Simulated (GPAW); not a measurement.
Runs of GPAW 26.7.0 on Mg. Symmetry: P6_3/mmc, No. 194, hexagonal system. The conventional cell has a = 3.209 Å, b = 3.209 Å, c = 5.210 Å, α = 90.00°, β = 90.00°, γ = 120.00°. Mg (site symmetry -6m2) is surrounded by 12 Mg at 3.20 to 3.21 Å. 

```csv
task,level,potentials or basis,cell,older calculator (legacy_gpaw),optimizer,fmax,max steps,convergence,gap on the mesh (eV),pressure (GPa)
single point,optB88-vdW,"GPAW PAW data sets (gpaw-data 1.2.1), pw",as given,yes,-,-,-,-,none,-
single point,vdW-DF-cx,"GPAW PAW data sets (gpaw-data 1.2.1), pw",as given,-,-,-,-,-,none,-
single point,vdW-DF2,"GPAW PAW data sets (gpaw-data 1.2.1), pw",as given,-,-,-,-,-,none,-
relaxation of cell and atoms,RPBE+D4,"the program's PAW data sets (release 1.2.1) made for this functional, pw",relaxed,-,BFGS,0.01 eV/Å,60,density=1e-05 forces=0.0001,none,0.0
single point,PBE,"GPAW PAW data sets (gpaw-data 1.2.1), pw",as given,-,-,-,-,-,none,-0.4
single point,r2SCAN,"GPAW PAW data sets (gpaw-data 1.2.1), pw",as given,-,-,-,-,-,none,-0.9
single point,BLYP,"PAW data sets generated in the run's folder for this functional, pw",as given,-,-,-,-,-,none,0.4
single point,SCAN,"GPAW PAW data sets (gpaw-data 1.2.1), pw",as given,-,-,-,-,-,none,(a)
```

Alike in all rows: no spin polarisation; k mesh 10 × 10 × 5; cutoff (eV) 800; smearing fermi-dirac 0.05 eV.

Problem. Estimate the missing entries.

Solution. (a) -0.8.

Caveats: the PAW data sets were made with another functional, which shifts forces and pressure a little (some runs); later steps reuse the first step's grids (some runs); pairwise dispersion overbinds metals, which lowers pressure and volume (some runs).

A gap of «none» marks a metal or a gap under the smearing width.
